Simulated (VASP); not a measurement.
# NaH in VASP 6.6.1, single-point calculation

INCAR

```
IBRION = -1
ISIF = 2
NBANDS = 11
LDAUU = 4 4 4
LASPH = .TRUE.
LCHARG = .FALSE.
LDAUTYPE = 2
LWAVE = .FALSE.
EDIFF = 1E-7
ISMEAR = -1
NELM = 87
PREC = Accurate
GGA = PE
LREAL = .FALSE.
ENCUT = 520
NSW = 0
LDAU = .TRUE.
LDAUL = 2 2 2
SIGMA = 0.02
```

KPOINTS

```
KPOINTS created by Atomic Simulation Environment
0
Gamma
10 10 10
0 0 0
```

POSCAR

```
Na H
 1.0000000000000000
    -0.0136658163749999    2.3975116422250000    2.3975116422248575
     2.3975116422250000   -0.0136658163749999    2.3975116422248575
     2.3838458258999999    2.3838458258999999    0.0000000000497152
 Na  H
   1   1
Cartesian
  0.0000000000000000  0.0000000000000000  0.0000000000000000
  2.3838458258749999  2.3838458258749999  2.3975116422497149
```

The recommended PBE PAW datasets give the neutral cell 8 valence electrons.

Command

```
mpirun -np 1 vasp_std
```

OSZICAR

```
N       E                     dE             d eps       ncg     rms          rms(c)
DAV:   1     0.362500972670E+02    0.36250E+02   -0.46361E+03  3780   0.758E+02
DAV:   2    -0.418610799898E+01   -0.40436E+02   -0.39716E+02  3957   0.191E+02
DAV:   3    -0.550726782355E+01   -0.13212E+01   -0.13194E+01  4552   0.331E+01
DAV:   4    -0.551556399116E+01   -0.82962E-02   -0.82952E-02  4382   0.261E+00
DAV:   5    -0.551563220592E+01   -0.68215E-04   -0.68214E-04  4302   0.244E-01    0.321E+00
DAV:   6    -0.517538800080E+01    0.34024E+00   -0.32479E-01  4381   0.281E+00    0.149E+00
DAV:   7    -0.508159429523E+01    0.93794E-01   -0.32366E-01  4263   0.217E+00    0.349E-01
DAV:   8    -0.508615901489E+01   -0.45647E-02   -0.99195E-03  4065   0.969E-01    0.677E-02
DAV:   9    -0.508611197033E+01    0.47045E-04   -0.11274E-03  4521   0.360E-01    0.232E-02
DAV:  10    -0.508609790158E+01    0.14069E-04   -0.61521E-05  4215   0.497E-02    0.427E-03
DAV:  11    -0.508610118353E+01   -0.32819E-05   -0.56577E-06  4257   0.108E-02    0.307E-03
DAV:  12    -0.508610114308E+01    0.40445E-07   -0.21768E-07  4395   0.312E-03
   1 F= -.50861011E+01 E0= -.50861011E+01  d E =-.352891E-12
```

From OUTCAR

```
k-points           NKPTS =    171   k-points in BZ     NKDIM =    171   number of bands    NBANDS=     11

   NELECT =       8.0000    total number of electrons

   dimension x,y,z NGX =    28 NGY =   28 NGZ =   28
   dimension x,y,z NGXF=    56 NGYF=   56 NGZF=   56

  energy-cutoff  :      520.00
  volume of cell :       27.56
      direct lattice vectors                 reciprocal lattice vectors
    -0.013665816  2.397511642  2.397511642    -0.207367566  0.207367566  0.208549561
     2.397511642 -0.013665816  2.397511642     0.207367566 -0.207367566  0.208549561
     2.383845826  2.383845826  0.000000000     0.209745108  0.209745108 -0.208549561

 k-points in reciprocal lattice and weights: KPOINTS created by Atomic Simulation Env
   0.00000000  0.00000000  0.00000000       0.001
   0.10000000  0.00000000 -0.00000000       0.004
   0.20000000  0.00000000 -0.00000000       0.004
   0.30000000  0.00000000  0.00000000       0.004
   0.40000000  0.00000000 -0.00000000       0.004
   0.50000000  0.00000000  0.00000000       0.002
   0.10000000  0.10000000 -0.00000000       0.002
   0.20000000  0.10000000  0.00000000       0.004
   ...

 E-fermi :  -0.5699

 k-point     1 :       0.0000    0.0000    0.0000
  band No.  band energies     occupation
      1     -23.1011      2.00000
      2     -23.1002      2.00000
      3     -23.0993      2.00000
      4      -4.7221      2.00000
      5       9.5858      0.00000
      6      14.6042      0.00000
      7      14.7415      0.00000
      8      14.8751      0.00000
      9      15.5201      0.00000
     10      15.6357      0.00000
     11      15.7906      0.00000

 k-point     2 :       0.1000    0.0000   -0.0000
  band No.  band energies     occupation
      1     -23.1094      2.00000
      2     -23.1023      2.00000
      3     -23.1010      2.00000
      4      -4.5478      2.00000
      5       8.9865      0.00000
      6      12.5435      0.00000
      7      14.0936      0.00000
      8      14.2594      0.00000
      9      16.3118      0.00000
     10      16.5263      0.00000
     11      16.6222      0.00000

 k-point     3 :       0.2000    0.0000   -0.0000
  band No.  band energies     occupation
      1     -23.1347      2.00000
      2     -23.1053      2.00000
      3     -23.1038      2.00000
      4      -4.0413      2.00000
      5       7.2856      0.00000
      6      11.0795      0.00000
      7      13.3948      0.00000
      8      13.5429      0.00000
      9      16.8583      0.00000
     10      16.9560      0.00000
     11      17.5980      0.00000

 k-point     4 :       0.3000    0.0000    0.0000
  band No.  band energies     occupation
      1     -23.1656      2.00000
      2     -23.1091      2.00000
      3     -23.1073      2.00000
      4      -3.2648      2.00000
      5       5.2187      0.00000
      6      10.3810      0.00000
      7      12.8897      0.00000
      8      13.0199      0.00000
      9      16.3102      0.00000
     10      16.3875      0.00000
     11      18.3073      0.00000

 k-point     5 :       0.4000    0.0000   -0.0000
  band No.  band energies     occupation
      1     -23.1904      2.00000
      2     -23.1121      2.00000
      3     -23.1102      2.00000
      4      -2.3931      2.00000
      5       3.4847      0.00000
      6      10.0465      0.00000
      7      12.5892      0.00000
      8      12.7057      0.00000
      9      15.7897      0.00000
     10      15.8808      0.00000
     11      18.3012      0.00000

 ...

  Total        0.0915273      0.0915273      0.0907165      0.0447986      0.0000000      0.0000000
  in kB        5.3206304      5.3206304      5.2734994      2.6042130      0.0000000      0.0000000
  external PRESSURE =       5.3049201 kB  Pullay stress =       0.0000000 kB

 POSITION                                       TOTAL-FORCE (eV/Angst)
 -----------------------------------------------------------------------------------
      0.00000      0.00000      0.00000         0.000000      0.000000      0.000000
      2.38385      2.38385      2.39751        -0.000000      0.000000     -0.000000
 -----------------------------------------------------------------------------------
    total drift:                               -0.000000     -0.000000     -0.000000

  FREE ENERGIE OF THE ION-ELECTRON SYSTEM (eV)
  ---------------------------------------------------
  free  energy   TOTEN  =        -5.0861011431 eV

  energy  without entropy=       -5.0861011431  energy(sigma->0) =       -5.08610114
```

It converged. Results: gap between bands v and c on the k mesh 3.78 eV; least direct gap on the k mesh 4.66 eV; pressure 0.5 GPa. Band v is the last that the valence electrons fill when counted band by band, and c is the next.

One setting is odd (wrong count of Hubbard values), but here it hardly changes the result.

On sound settings PBE gives a gap of 3.78 eV on its mesh and a pressure of 0.5 GPa for the intended cell. This run's energy (σ→0) differs from it by 0 meV an atom.

The run took about 31 s on one core of a shared host (Intel Xeon Platinum 8488C) and held 0.18 GiB at most.
